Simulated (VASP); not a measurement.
Input of a VASP 6.6.1 run:

INCAR

```
PREC = Accurate
ENCUT = 520
EDIFF = 1E-7
ISMEAR = 0
SIGMA = 0.03
LREAL = False
LASPH = True
NELM = 80
ALGO = Fast
ISIF = 2
LWAVE = False
LCHARG = False
MAGMOM = 0 0 0 0 0 0 0 0 0
LORBIT = 11
LSORBIT = True
GGA_COMPAT = False
LMAXMIX = 4
GGA = PE
NBANDS = 37
KPAR = 2
```

The input KPOINTS:

```
regular mesh
0
Gamma
  6 6 3
```

POSCAR

```
ZrSe2                                   
1.0
    3.7385421888      0.0000000000     -0.0000000000
   -1.8692710944      3.2376725087      0.0000000000
    0.0000000000     -0.0000000000      6.0321894018
  Zr              Se            
     1     2
Direct
     0.0000000000000000    0.0000000000000000    0.0000000000000000
     0.3333333332999970    0.6666666667000030    0.2650002634785272
     0.6666666667000030    0.3333333332999970    0.7349997365214729
```

The input KPOINTS_OPT:

```
explicit points
168
Reciprocal
 0.0000000000  0.0000000000  0.0000000000 1
 0.0555555556  0.0000000000  0.0000000000 1
 0.1111111111  0.0000000000  0.0000000000 1
 0.1666666667  0.0000000000  0.0000000000 1
 0.2222222222  0.0000000000  0.0000000000 1
 0.2777777778  0.0000000000  0.0000000000 1
[... 160 lines left out ...]
 0.5000000000  0.0000000000  0.0344920600 1
 0.5000000000  0.0000000000 -0.0344920600 1
```

Potentials or basis: VASP PAW PBE potentials, release 64 (Zr_sv, Se).

Launch:

```console
$ cat potpaw_PBE.64/Zr_sv/POTCAR potpaw_PBE.64/Se/POTCAR > POTCAR
$ mpirun -np 2 vasp_ncl > vasp.out
```

Question: Predict the largest force.

Answer: 0.008 eV/Å.

Question: Predict the pressure.

Answer: 2.9 GPa.

Forces on the atoms (eV/Å):
```
Zr   0.000  0.000  0.000
Se   0.000  0.000 -0.008
Se   0.000  0.000  0.008
```
